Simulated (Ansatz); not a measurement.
# ZnSe: Se interstitial

Level of theory: DFT PBE, scalar-relativistic, plane waves, PAW (Ansatz). Run with 420 eV cutoff, 2×2×2 k-mesh, shifted by half a step, Gaussian smearing of 0.01 eV, collinear spin in charge -1 alone.

Host crystal, relaxed:

```cif
data_structure
_symmetry_space_group_name_H-M 'P 1'
_symmetry_Int_Tables_number 1
_cell_length_a 4.0530
_cell_length_b 4.0530
_cell_length_c 4.0530
_cell_angle_alpha 60.000
_cell_angle_beta 60.000
_cell_angle_gamma 60.000
_cell_volume 47.08
loop_
_atom_site_label
_atom_site_type_symbol
_atom_site_fract_x
_atom_site_fract_y
_atom_site_fract_z
_atom_site_occupancy
Zn1 Zn 0.00000 0.00000 0.00000 1
Se1 Se 0.75000 0.75000 0.75000 1
```

Supercell of 32 atoms, rows in host cell vectors: -3 1 1; 1 1 -3; 1 -3 1. Atoms relax at the host's cell from a start displaced at random by 0.06 Å near the defect, so other minima may exist. The cell is small, so energies carry finite-size errors of tenths of an eV. The host's Kohn–Sham gap is 1.15 eV. Atoms are taken from and returned to the elements' standard states. Charged cells are corrected for image charges with the computed static dielectric tensor (mean 10.8) and aligned with the host's potential at far atoms (alignment terms reach 0.94 eV; the program doubts the alignment in some charges, where it is up to 0.94 eV). No band-filling term is added, and the Fermi level counts from the host's valence band top.

Starting moments were lost in some runs.

Defect: Se interstitial at (0.500, 0.500, 0.500) of the host cell.

Question: What is the formation energy of the neutral defect?

Answer: 2.32 eV.

Question: Does the neutral defect carry a moment, and how do its surroundings relax?

Answer: The neutral run had no spin polarisation, so a moment wasn't tested. The nearest neighbours before are 4 Se at 2.48 Å, 6 Zn at 2.87 Å; after relaxation the atoms near the site are 1 Se at 2.36 Å, 1 Zn at 2.39 Å, 1 Zn at 2.48 Å; the largest move is 1.38 Å.

Question: Charges 0, -1, -2 were computed. Which is stable where in the gap?

Answer: Among the charges computed the stable one is 0 at the valence band top and stays so across the gap. In charge -1, -2 the extra carrier would gain by moving to a band edge of the host, so it isn't bound in the gap. In charge -1 the cell has partly filled bands: a level of the defect may be part filled, the carrier may sit in the host's bands, or levels may cross between the k points, so transitions that involve it are doubtful. Other sites of the defect weren't tried. Levels between neighbouring charges: (0/-1) 2.51 eV, (-1/-2) 1.90 eV.